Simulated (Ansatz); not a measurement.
Start from BaSnO3 in the cubic perovskite structure (space group Pm-3m, No. 221; a = 4.1313 Å).

Method: r2SCAN (Ansatz, a program for electronic structure, PAW, no spin-orbit coupling).

Before the change:

| Item | Value |
|---|---|
| Electron mass | 0.19 mₑ (at Γ) |
| Band gap | 1.56 eV |
| Gap character | indirect, R → Γ |
| Smallest direct gap | 2.04 eV |
| Lattice parameter a | 4.131 Å |

The change: a hydrostatic pressure of 1.5 GPa.

Q: How does this affect the electron mass, band gap, gap character, smallest direct gap and lattice parameter a?

A: The electron mass becomes 0.20 mₑ (at Γ) (base: 0.19 mₑ (at Γ)); the band gap increases by 0.121 eV, from 1.56 eV to 1.69 eV; the gap character is still indirect, R → Γ; the smallest direct gap increases by 0.12 eV to 2.16 eV; the lattice parameter a falls by 0.0128 Å to 4.119 Å.

Load acts through the strain it causes; cell and atoms are relaxed under it. Effective masses come from finite differences of ±0.01 Å⁻¹. Stability against distortions was not tested.
